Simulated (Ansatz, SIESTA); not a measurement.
Given: the input of a run of Ansatz 0.2.0 on NbP. The cell is a database's computed one, not the measured one.

Contents of input.yaml:

```yaml
crystal:
  lattice:
    - [-1.6749232544, 1.6749232544, 5.7401081759]
    - [1.6749232544, -1.6749232544, 5.7401081759]
    - [1.6749232544, 1.6749232544, -5.7401081759]
  atoms:
    - { symbol: Nb, position: [0.2498808, 0.7498808, 0.5] }
    - { symbol: Nb, position: [0.4998808, 0.4998808, 0.0] }
    - { symbol: P, position: [0.83274777, 0.33274777, 0.5] }
    - { symbol: P, position: [0.08274777, 0.08274777, 0.0] }
hamiltonian:
  xc: pbesol
  pseudopotentials: { kind: paw }
kpoints:
  mp_grid: { grid: [11, 11, 11] }
scf:
  occupations: { method: fermi_dirac, width: 0.05 }
output:
  forces: true
  stress: true
  eigenvalues: true
```

Potentials or basis: Ansatz PAW.

The run is started by

```bash
$ ansatz run input.yaml --threads 1 --pin off --max-ram 3584MiB --backend cpu --events-out ev --progress --plain --runs-dir out
```

Q: Set up the same calculation for SIESTA 5.4.2. Potentials or basis there: files PseudoDojo sr-pbesol-0.4.1-standard, DZP (energy shift 0.003 Ry; two zetas on semicore shells).

A: As run (cutoffs and basis follow the program's own potentials, and thresholds, step limits or extra output files can differ):

File NbP.fdf:

```
SystemName                      NbP
SystemLabel                     NbP
NumberOfSpecies                 2
NumberOfAtoms                   4
%block ChemicalSpeciesLabel
  1  41 Nb
  2  15 P
%endblock ChemicalSpeciesLabel

LatticeConstant                 1.0 Ang
%block LatticeVectors
    -1.6749232544     1.6749232544     5.7401081759
     1.6749232544    -1.6749232544     5.7401081759
     1.6749232544     1.6749232544    -5.7401081759
%endblock LatticeVectors
AtomicCoordinatesFormat         Fractional
%block AtomicCoordinatesAndAtomicSpecies
     0.2498808000     0.7498808000     0.5000000000  1  Nb
     0.4998808000     0.4998808000     0.0000000000  1  Nb
     0.8327477700     0.3327477700     0.5000000000  2  P
     0.0827477700     0.0827477700     0.0000000000  2  P
%endblock AtomicCoordinatesAndAtomicSpecies

%block kgrid.MonkhorstPack
   11   0   0  0.0
    0  11   0  0.0
    0   0  11  0.0
%endblock kgrid.MonkhorstPack
XC.Functional                   GGA
XC.Authors                      PBEsol
PAO.BasisSize                   DZP
PAO.EnergyShift                 0.003 Ry
Mesh.Cutoff                     800 Ry
OccupationFunction              FD
ElectronicTemperature           0.05 eV
MaxSCFIterations                120
SCF.MustConverge                false
SCF.Mixer.Method                Pulay
SCF.Mixer.Weight                0.25
SCF.Mixer.History               8
SCF.DM.Tolerance                5.0e-05
SCF.H.Tolerance                 1.0e-03 eV
WriteForces                     true
Charge.Mulliken                 end
%block PAO.Basis
  Nb 5
  n=4 0 2
    3.366 0.000
  n=5 0 2
    9.113 0.000
  n=4 1 2
    3.905 0.000
  n=5 1 1
    9.113
  n=4 2 2
    7.312 0.000
%endblock PAO.Basis
```

Potentials or basis: PseudoDojo 0.4 standard (PBEsol files), converted to PSML, two zetas on semicore shells, DZP (energy shift 0.003 Ry; two zetas on semicore shells).

Launch:

```console
$ siesta NbP.fdf > NbP.out 2>&1
```

Both were run:

|  | Ansatz | SIESTA |
| --- | --- | --- |
| Pressure | -6.4 GPa | -4.5 GPa |

Ansatz's pressure holds a Pulay term of +0.03 GPa for its cutoff of 420 eV, which the other run lacks.

Ansatz's potentials were made for PBE.

Where Ansatz's input types no cutoff or centring, it takes its own default and a Γ-centred mesh.

Pressure is positive in compression.
